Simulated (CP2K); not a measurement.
Runs of CP2K 2026.2 on TiSi. Symmetry: Cmmm, No. 65, orthorhombic system. Conventional cell: a = 3.632 Å, b = 4.235 Å, c = 3.804 Å, α = 90.00°, β = 90.00°, γ = 90.00°. Around Ti (site symmetry mmm) lie 8 Si at 2.63 to 2.85 Å and 4 Ti at 2.79 Å. Around Si (site symmetry mmm) lie 8 Ti at 2.63 to 2.85 Å and 4 Si at 2.79 Å. The cell comes from a database or a generator and needn't be the stable form of this composition.

```csv
task,level,potentials or basis,cell,smearing,EPS_DEFAULT,NGRIDS,CUTOFF of the grids,points a segment of the path (NPOINTS),bands added on the path,gap on the mesh (eV),pressure (GPa)
single point,PBEsol,"POTENTIAL_UZH Ti GTH-PBE-q12, Si GTH-PBE-q4; TZVP-MOLOPT-PBE-GTH basis","atoms moved at random, drawn with an rms of 0.05 Å",fermi-dirac 0.05 eV,1.0E-10,5,450 Ry,-,-,none,-3.5
band structure,TASK,"POTENTIAL_UZH Ti GTH-SCAN-q12, Si GTH-SCAN-q4; TZVP-MOLOPT-SCAN-GTH basis",as given,fermi-dirac 0.05 eV,1.0E-9,4,675 Ry,8,2,none,(a)
band structure,SCAN,"POTENTIAL_UZH Ti GTH-SCAN-q12, Si GTH-SCAN-q4; TZVP-MOLOPT-SCAN-GTH basis",as given,fermi-dirac 0.05 eV,1.0E-9,5,675 Ry,6,4,none,-1.3
single point,PBEsol,"POTENTIAL_UZH Ti GTH-PBE-q12, Si GTH-PBE-q4; TZVP-MOLOPT-PBE-GTH basis",as given,fermi-dirac 0.05 eV,1.0E-10,4,450 Ry,-,-,none,-3.5
band structure,r2SCAN,"POTENTIAL_UZH Ti GTH-SCAN-q12, Si GTH-SCAN-q4; TZVP-MOLOPT-SCAN-GTH basis",as given,fermi-dirac 0.1 eV,1.0E-9,5,675 Ry,6,6,none,-1.5
```

Alike in all rows: no spin polarisation; k mesh 10 × 10 × 7.

Fill in the values left out.

(a) 3.7.

Caveats: the basis of atomic orbitals isn't converged, which shifts pressures, moduli and gaps; the potentials were made for another functional, which shifts forces and pressure (some runs).

A gap of «none» marks a metal or a gap under the smearing width.
